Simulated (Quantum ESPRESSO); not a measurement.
**HfC under changes of volume**

One of the cells (12.568 Å³/atom); the others are scaled copies at fixed shape and fractional positions:

```xyz
2
Lattice="0.0000 2.3250 2.3250 2.3250 0.0000 2.3250 2.3250 2.3250 0.0000" Properties=species:S:1:pos:R:3 pbc="T T T"
Hf    2.3250    2.3250    2.3250
C     0.0000    0.0000    0.0000
```

```yaml
Program: Quantum ESPRESSO 7.5
Functional: RPBE
Dispersion: D3
Potentials_or_basis: PseudoDojo 0.4 FR PBE standard
Cutoff: 1116 eV
Density_cutoff: 4463 eV
k_mesh: 4 × 4 × 4
Occupations: fermi-dirac, width 0.05 eV
Spin: non-collinear spin, ferromagnetic start, spin-orbit coupling
Starting_moments: "[[0.289, 0.289, 0.289], [0.0, 0.0, 0.0]] μB"
```

```tsv
volume (Å³/atom)	energy over the lowest point (meV/atom)	pressure (GPa)
11.814	?	?
12.065	6.69	6.9
12.317	0.00	1.7
12.568	1.09	-3.0
12.819	9.15	-7.2
13.071	23.43	-11.0
13.322	43.28	-14.4
```

Task: What does the run at 11.814 Å³/atom give?

Result: Energy over the lowest point 22.02 meV/atom; pressure 12.8 GPa.

Worked out: A Birch-Murnaghan fit of order 3 (a polynomial in V^(-2/3)) to the other rows has its minimum at 12.40 Å³/atom with B0 = V·E''(V) = 235 GPa and B' = 4.5. It gives 22.02 meV/atom at 11.814 Å³/atom, against the run's 22.02, and -dE/dV = 12.8 GPa, against 12.8.

Energies are extrapolated to zero smearing.

Caveats: all runs use coarse meshes; the potentials were made for another functional, which shifts forces and pressure; non-collinear GGA energies in this program can be off by tens of meV an atom and hang on the start; pairwise dispersion overbinds metals, which lowers pressure and volume.
